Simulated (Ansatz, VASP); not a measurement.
**TiB2 in VASP and in Ansatz**

```
Ti B
1.0
     3.00357    0.00000    0.00000
    -1.50179    2.60117    0.00000
     0.00000    0.00000    3.18164
Ti B
1 2
Direct
  0.00000 0.00000 0.00000
  0.33333 0.66667 0.50000
  0.66667 0.33333 0.50000
```

Alike in both runs: functional PBE; dispersion D3(BJ); k mesh 18 × 18 × 14; occupations gaussian, width 0.1 eV; no spin polarisation.

Ansatz relaxed the structure, and its values are those at the end. VASP's run is a single point on that final structure, the one shown.

|  | VASP | Ansatz |
| --- | --- | --- |
| version | VASP 6.6.1 | Ansatz 0.2.0 |
| potentials or method | VASP PAW PBE potentials, release 64 (Ti_sv, B) | scalar-relativistic, plane waves, PAW |
| plane-wave cutoff (eV) | 520 | 420 |
| valence electrons in the cell | 18 | 18 |

Ansatz gave:

| Property | Result |
| --- | --- |
| gap on the k mesh at the Fermi level (eV) | none |
| pressure (GPa) | 0.0 |

Question: Which values does VASP return?

Answer: gap on the k mesh at the Fermi level (eV): none; pressure (GPa): 0.2.

A gap of «none» marks a metal or a gap that the smearing closes.

Caveats: pairwise dispersion overbinds metals, which lowers pressure and volume.
